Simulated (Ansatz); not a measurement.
This geometry of a periodic cell of 28 atoms, Be₂₇S (surface Be(0001), adsorbate S) is a first-order saddle point. Atoms 1 to 9 are held.

Level of theory: Ansatz, DFT PBE, scalar-relativistic, plane waves, PAW. Settings: cutoff 420 eV, k mesh 4x4x1, fermi-dirac smearing 0.1 eV, no spin polarisation.

```xyz
28
Lattice="6.8700 0.0000 0.0000 3.4350 5.9496 0.0000 0.0000 0.0000 14.5884" Properties=species:S:1:pos:R:3
Be 0.000 0.000 1.000
Be 2.290 0.000 1.000
Be 4.580 0.000 1.000
Be 1.145 1.983 1.000
Be 3.435 1.983 1.000
Be 5.725 1.983 1.000
Be 2.290 3.966 1.000
Be 4.580 3.966 1.000
Be 6.870 3.966 1.000
Be 0.010 1.334 2.856
Be 2.242 1.348 2.826
Be 4.584 1.330 2.843
Be 1.145 3.290 2.854
Be 3.470 3.302 2.810
Be 5.728 3.301 2.794
Be 2.287 5.286 2.792
Be 4.605 5.258 2.812
Be 6.864 5.288 2.844
Be 0.009 -0.059 4.610
Be 2.281 0.035 4.625
Be 4.577 0.001 4.613
Be 1.117 1.999 4.773
Be 3.400 1.973 4.624
Be 5.667 1.902 4.657
Be 2.346 3.988 4.611
Be 4.552 3.981 4.675
Be 6.909 4.057 4.645
S 6.604 2.810 6.204
```

(1) Which two structures does it join? (They come from a converged band through this point; their orientation in space is the band's.)

(2) How far does it lie above each of them?

## Answers

(1) The atom that moves furthest is S28, by 1.32 Å; four of its nearest neighbours are Be27 2.05, Be24 2.05, Be22 2.05, Be26 3.15 Å at the first end and Be24 2.04, Be26 2.04, Be27 2.04, Be23 3.13 Å at the last.

Image 0:

```xyz
28
Lattice="6.8700 0.0000 0.0000 3.4350 5.9496 0.0000 0.0000 0.0000 14.5884" Properties=species:S:1:pos:R:3
Be 0.000 0.000 1.000
Be 2.290 0.000 1.000
Be 4.580 0.000 1.000
Be 1.145 1.983 1.000
Be 3.435 1.983 1.000
Be 5.725 1.983 1.000
Be 2.290 3.966 1.000
Be 4.580 3.966 1.000
Be 6.870 3.966 1.000
Be 0.000 1.327 2.841
Be 2.266 1.336 2.847
Be 4.603 1.335 2.847
Be 1.143 3.303 2.840
Be 3.435 3.306 2.793
Be 5.727 3.304 2.840
Be 2.289 5.289 2.793
Be 4.581 5.288 2.793
Be 6.870 5.263 2.847
Be 0.000 -0.055 4.615
Be 2.295 0.004 4.622
Be 4.575 0.004 4.622
Be 1.185 1.960 4.711
Be 3.434 1.978 4.622
Be 5.684 1.960 4.710
Be 2.338 3.995 4.616
Be 4.531 3.995 4.616
Be 6.870 4.015 4.708
S 6.868 2.649 6.241
```

Image 6:

Only the atoms that move by more than 0.05 Å are listed.
```
Be11 2.290 1.322 2.745
Be14 3.454 3.286 2.871
Be15 5.725 3.305 2.739
Be17 4.606 5.282 2.871
Be20 2.290 0.055 4.626
Be22 1.192 1.956 4.626
Be23 3.388 1.956 4.626
Be24 5.725 1.912 4.706
Be26 4.519 4.002 4.706
Be27 6.931 4.002 4.706
S28 5.725 3.305 6.202
```

(2) 0.011 eV above the first and 0.242 eV above the second. This is the barrier of this one path; another mechanism may lie lower. Limits of this set-up: coarse k mesh, thin slab, slab without dipole correction, a typed lattice constant that wasn't relaxed here.

Time of the run: 9.2 min on 2 threads of AMD EPYC 7B13 (Zen 3) (shared host), peak memory 2.1 GiB.
